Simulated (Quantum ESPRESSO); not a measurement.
Runs of Quantum ESPRESSO 7.5 on PbS (Galena). Symmetry: Fm-3m, No. 225, cubic system. Conventional cell: a = 5.931 Å, b = 5.931 Å, c = 5.931 Å, α = 90.00°, β = 90.00°, γ = 90.00°. Around Pb (site symmetry m-3m) lie 6 S at 2.97 Å. S (site symmetry m-3m) has 6 Pb at 2.97 Å as nearest neighbours. 

```tsv
level	potentials or basis	spin	cell	k mesh	cutoff (eV)	smearing	k mesh of the self-consistent run	form of the LDA	mesh quality	gap on the mesh (eV)
PBE	PseudoDojo 0.4.1 SR PBE standard	off	as given	4 × 4 × 4	762	fixed	8 × 8 × 8	-	coarse	0.37
PBE	PseudoDojo 0.4 SR PBE stringent	off	as given	4 × 4 × 4	1225	fixed	8 × 8 × 8	-	coarse	0.37
PBE	PseudoDojo 0.4 FR PBE standard	non-collinear, zero start, SOC	as given	4 × 4 × 4	762	fermi-dirac 0.05 eV	8 × 8 × 8	-	coarse	0.08
LDA	PseudoDojo 0.4.1 SR LDA standard	off	as given	6 × 6 × 6	762	fixed	8 × 8 × 8	PW92	not flagged	(a)
PBE	PseudoDojo 0.4 FR PBE standard	non-collinear, zero start, SOC	as given	12 × 12 × 12	762	fermi-dirac 0.05 eV	12 × 12 × 12	-	not flagged	0.08
PBE	PseudoDojo 0.4 FR PBE stringent	non-collinear, zero start, SOC	as given	2 × 2 × 2	735	fermi-dirac 0.05 eV	8 × 8 × 8	-	coarse	0.12
PBE	PseudoDojo 0.4 SR PBE stringent	off	volume scaled by 1.04	4 × 4 × 4	735	fixed	8 × 8 × 8	-	coarse	0.47
LDA	PseudoDojo 0.4.1 SR LDA stringent	off	volume scaled by 0.96	4 × 4 × 4	980	fermi-dirac 0.05 eV	8 × 8 × 8	PW92	coarse	0.08
```

Alike in all rows: task single point.

Problem. Estimate the missing entries.

Solution. (a) 0.24.

Caveats: some runs use coarse meshes; spin-orbit coupling is left out, which as a rule narrows the gap of such compounds by several tenths of an eV (some runs).

A k mesh can miss the band edges, and rows without SOC leave out spin-orbit coupling on Pb.

The runs don't all hold the same shells in valence.
